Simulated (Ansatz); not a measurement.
# Re (sc type): the cost of one run

Method: DFT, scalar-relativistic, functionals as named in each step, in Ansatz 0.2.0.

1 further run of the same task is left out (set aside as unsound or not needed).

### 1 Starting point

Symmetry: Pm-3m, No. 221, cubic system. The conventional cell has a = 2.580 Å, b = 2.580 Å, c = 2.580 Å, α = 90.00°, β = 90.00°, γ = 90.00°. Around Re (site symmetry m-3m) lie 6 Re at 2.58 Å.

Structure file:

```
CELL_PARAMETERS angstrom
2.58033 0.00000 0.00000
0.00000 2.58033 0.00000
0.00000 0.00000 2.58033
ATOMIC_POSITIONS crystal
Re 0.00000 0.00000 0.00000
```

### 2 LDA, LAPW

The input, input.yaml:

```yaml
crystal:
  lattice:
    - [2.580332561, 0.0, 0.0]
    - [0.0, 2.580332561, 0.0]
    - [0.0, 0.0, 2.580332561]
  atoms:
    - { symbol: Re, position: [0.0, 0.0, 0.0] }
kpoints:
  mp_grid: { grid: [12, 12, 12] }
  band_path:
    path:
      - [0.0, 0.0, 0.0]
      - [0.0, 0.5, 0.0]
      - [0.5, 0.5, 0.0]
      - [0.0, 0.0, 0.0]
      - [0.5, 0.5, 0.5]
      - [0.0, 0.5, 0.0]
      - [0.5, 0.5, 0.5]
      - [0.5, 0.5, 0.0]
    npoints: 5
scf:
  occupations: { method: fermi_dirac, width: 0.08 }
hamiltonian:
  xc: lda
  pseudopotentials: { kind: all_electron, lapw: { basis_error: 0.0005 } }
output:
  forces: true
  stress: true
  eigenvalues: true
```

Launch:

```bash
> ansatz run input.yaml --threads 1 --pin off --max-ram 2048MiB --backend cpu --events-out ev --progress --plain --runs-dir out
```

**Question.** How long does this run take on 1 thread of Intel Xeon Platinum 8175M at 2.50GHz (Skylake/Cascade Lake), shared host?

About 16 s.
